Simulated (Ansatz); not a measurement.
H2 on the (100) surface of ZrN, space group Fm-3m (No. 225) (top face towards +c; held atoms: 1, 2, 3, 4, 5, 6, 7, 8), one molecule per 41.6 Å². Starting structure (random tilt, lowest atom H over a bridge Zr-N site; the molecule's atoms stand last):

```yaml
crystal:
  lattice:
    - [6.44759, 0.00000, 0.00000]
    - [0.00000, 6.44759, 0.00000]
    - [0.00000, 0.00000, 22.69274]
  atoms:
    - { symbol: Zr, position: [0.25000, 0.25000, 0.35254] }
    - { symbol: Zr, position: [0.25000, 0.75000, 0.35254] }
    - { symbol: Zr, position: [0.75000, 0.25000, 0.35254] }
    - { symbol: Zr, position: [0.75000, 0.75000, 0.35254] }
    - { symbol: N, position: [0.50000, 0.50000, 0.35254] }
    - { symbol: N, position: [0.50000, 0.00000, 0.35254] }
    - { symbol: N, position: [0.00000, 0.50000, 0.35254] }
    - { symbol: N, position: [0.00000, 0.00000, 0.35254] }
    - { symbol: Zr, position: [0.50000, 0.50000, 0.45127] }
    - { symbol: Zr, position: [0.50000, 0.00000, 0.45127] }
    - { symbol: Zr, position: [0.00000, 0.50000, 0.45127] }
    - { symbol: Zr, position: [0.00000, 0.00000, 0.45127] }
    - { symbol: N, position: [0.75000, 0.75000, 0.44961] }
    - { symbol: N, position: [0.75000, 0.25000, 0.44961] }
    - { symbol: N, position: [0.25000, 0.75000, 0.44961] }
    - { symbol: N, position: [0.25000, 0.25000, 0.44961] }
    - { symbol: Zr, position: [0.75000, 0.75000, 0.54645] }
    - { symbol: Zr, position: [0.75000, 0.25000, 0.54645] }
    - { symbol: Zr, position: [0.25000, 0.75000, 0.54645] }
    - { symbol: Zr, position: [0.25000, 0.25000, 0.54645] }
    - { symbol: N, position: [0.00000, 0.00000, 0.55524] }
    - { symbol: N, position: [0.00000, 0.50000, 0.55524] }
    - { symbol: N, position: [0.50000, 0.00000, 0.55524] }
    - { symbol: N, position: [0.50000, 0.50000, 0.55524] }
    - { symbol: H, position: [0.12500, 0.87500, 0.67686] }
    - { symbol: H, position: [0.01125, 0.88778, 0.68275] }
```

Method: Ansatz 0.2.0, DFT PBE+D3(BJ), scalar-relativistic, plane waves, PAW. Settings: cutoff 420 eV, Γ-centred mesh 3×3×1 on the computed 26-atom cell, Gaussian smearing of 0.10 eV; no spin polarisation. A dipole correction removes the field between periodic images along c.

E_ads is per molecule, from the clean relaxed slab and the free relaxed molecule; negative means bound; no zero-point or thermal terms, forces under 0.04 eV/Å, and the free molecule is spin-polarised where open-shell. Heights count from the highest slab atom.

Q: What does it relax to?

A: E_ads = -0.20 eV; the molecule stays whole. Final structure after 21 steps:

```yaml
crystal:
  lattice:
    - [6.44759, 0.00000, 0.00000]
    - [0.00000, 6.44759, 0.00000]
    - [0.00000, 0.00000, 22.69274]
  atoms:
    - { symbol: Zr, position: [0.25000, 0.25000, 0.35254] }
    - { symbol: Zr, position: [0.25000, 0.75000, 0.35254] }
    - { symbol: Zr, position: [0.75000, 0.25000, 0.35254] }
    - { symbol: Zr, position: [0.75000, 0.75000, 0.35254] }
    - { symbol: N, position: [0.50000, 0.50000, 0.35254] }
    - { symbol: N, position: [0.50000, 0.00000, 0.35254] }
    - { symbol: N, position: [0.00000, 0.50000, 0.35254] }
    - { symbol: N, position: [0.00000, 0.00000, 0.35254] }
    - { symbol: Zr, position: [0.49909, 0.50087, 0.45148] }
    - { symbol: Zr, position: [0.49930, 0.99942, 0.45137] }
    - { symbol: Zr, position: [0.00054, 0.50065, 0.45137] }
    - { symbol: Zr, position: [0.00076, 0.99920, 0.45148] }
    - { symbol: N, position: [0.74990, 0.75004, 0.44947] }
    - { symbol: N, position: [0.74993, 0.25003, 0.44962] }
    - { symbol: N, position: [0.24995, 0.75002, 0.44840] }
    - { symbol: N, position: [0.24992, 0.25005, 0.44947] }
    - { symbol: Zr, position: [0.74977, 0.75008, 0.54610] }
    - { symbol: Zr, position: [0.74986, 0.25007, 0.54630] }
    - { symbol: Zr, position: [0.24985, 0.75004, 0.54697] }
    - { symbol: Zr, position: [0.24987, 0.25009, 0.54609] }
    - { symbol: N, position: [0.99913, 0.00080, 0.55546] }
    - { symbol: N, position: [0.99934, 0.49954, 0.55507] }
    - { symbol: N, position: [0.50035, 0.00057, 0.55509] }
    - { symbol: N, position: [0.50057, 0.49934, 0.55543] }
    - { symbol: H, position: [0.29182, 0.70942, 0.65000] }
    - { symbol: H, position: [0.20600, 0.79156, 0.65008] }
```

Each end is the local minimum that its start leads to.

In some of the runs charge leaks into the vacuum, so their work functions can be off.